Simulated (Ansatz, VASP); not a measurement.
**One calculation of Se, two programs**

```xyz
3
Lattice="3.9466 0.0000 0.0000 -1.9733 3.4179 0.0000 0.0000 0.0000 5.1184" Properties=species:S:1:pos:R:3 pbc="T T T"
Se    1.0080    0.0000    1.7061
Se   -0.5040    0.8730    3.4123
Se    1.4693    2.5449    0.0000
```

Alike in both runs: functional LDA; k mesh 12 × 12 × 8; occupations gaussian, width 0.01 eV; no spin polarisation.

Ansatz relaxed the structure, and its values are those at the end. VASP's run is a single point on that final structure, the one shown.

```csv
,VASP,Ansatz
version,VASP 6.6.1,Ansatz 0.2.0
potentials or method,"VASP PAW LDA potentials, release 64 (Se)","scalar-relativistic, plane waves, PAW"
plane-wave cutoff (eV),520,600
valence electrons in the cell,18,48
```

|  | VASP | Ansatz | Ansatz less VASP |
| --- | --- | --- | --- |
| gap on the k mesh at the Fermi level (eV) | 0.28 | 0.29 | +0.009 |
| least direct gap on the mesh (eV) | 0.28 | 0.29 | +0.009 |
| pressure (GPa) | 0.3 | 0.0 | -0.26 |
| rms of the force components (eV/Å) | 0.022 | 0.000 | -0.0217 |

The two sets of potentials don't hold the same shells in valence. Ansatz warned: «pseudo_functional_mismatch».
